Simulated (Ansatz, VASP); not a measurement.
**One calculation of S, two programs**

```xyz
3
Lattice="4.4139 0.0000 0.0000 -2.2070 3.8226 0.0000 0.0000 0.0000 4.3984" Properties=species:S:1:pos:R:3 pbc="T T T"
S     0.8470    0.0000    0.7331
S    -0.4235    0.7336    3.6653
S     1.7834    3.0890    2.1992
```

Alike in both runs: functional PBEsol; k mesh 9 × 9 × 6; occupations gaussian, width 0.02 eV; no spin polarisation.

Ansatz relaxed the structure, and its values are those at the end. VASP's run is a single point on that final structure, the one shown.

|  | VASP | Ansatz |
| --- | --- | --- |
| version | VASP 6.6.1 | Ansatz 0.2.0 |
| potentials or method | VASP PAW PBE potentials, release 64 (S) | scalar-relativistic, plane waves, PAW |
| plane-wave cutoff (eV) | 520 | 420 |
| valence electrons in the cell | 18 | 18 |

|  | VASP | Ansatz | Ansatz less VASP |
| --- | --- | --- | --- |
| gap on the k mesh at the Fermi level (eV) | 1.96 | 1.90 | -0.059 |
| least direct gap on the mesh (eV) | 2.24 | 2.18 | -0.067 |
| pressure (GPa) | -0.3 | 0.0 | +0.36 |
| rms of the force components (eV/Å) | 0.048 | 0.003 | -0.0452 |

Caveats: the PAW data sets were made with another functional, which shifts forces and pressure a little (VASP); an odd mesh through Γ misses points on the zone boundary, where band edges often lie.
